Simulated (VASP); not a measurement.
GaAs:

```
CELL_PARAMETERS angstrom
0.00000 2.82685 2.82685
2.82685 0.00000 2.82685
2.82685 2.82685 0.00000
ATOMIC_POSITIONS crystal
As 0.75000 0.75000 0.75000
Ga 0.00000 0.00000 0.00000
```

| Quantity | Value |
| --- | --- |
| Program | VASP 6.6.1 |
| Task | relaxation of cell and atoms |
| Functional | PBE |
| Dispersion | TS |
| Potentials or basis | VASP PAW PBE potentials, release 64 (As, Ga_d) |
| Cutoff | 600 eV |
| k mesh | 8 × 8 × 8 |
| Occupations | fermi-dirac, width 0.05 eV |
| Spin | no spin polarisation |

At the start: pressure 2.4 GPa; volume 22.59 Å³/atom.

How do energy, volume and symmetry change on relaxing?

Over 3 steps the energy falls by 5.7 meV/atom and the volume is 23.37 Å³/atom (+3.4 %); space group F-43m (No. 216, to 0.05 Å).

The path:
```
step  energy change (eV)  largest force (eV/Å)  pressure (GPa)  volume (Å³)
   1              0.0000                0.0000            2.40        45.18
   2             -0.0092                0.0000           -0.98        47.42
   3             -0.0113                0.0000            0.00        46.73
```

Final structure:
```yaml
crystal:
  lattice:
    - [0.00000, 2.85885, 2.85885]
    - [2.85885, 0.00000, 2.85885]
    - [2.85885, 2.85885, 0.00000]
  atoms:
    - { symbol: As, position: [0.75000, 0.75000, 0.75000] }
    - { symbol: Ga, position: [0.00000, 0.00000, 0.00000] }
```
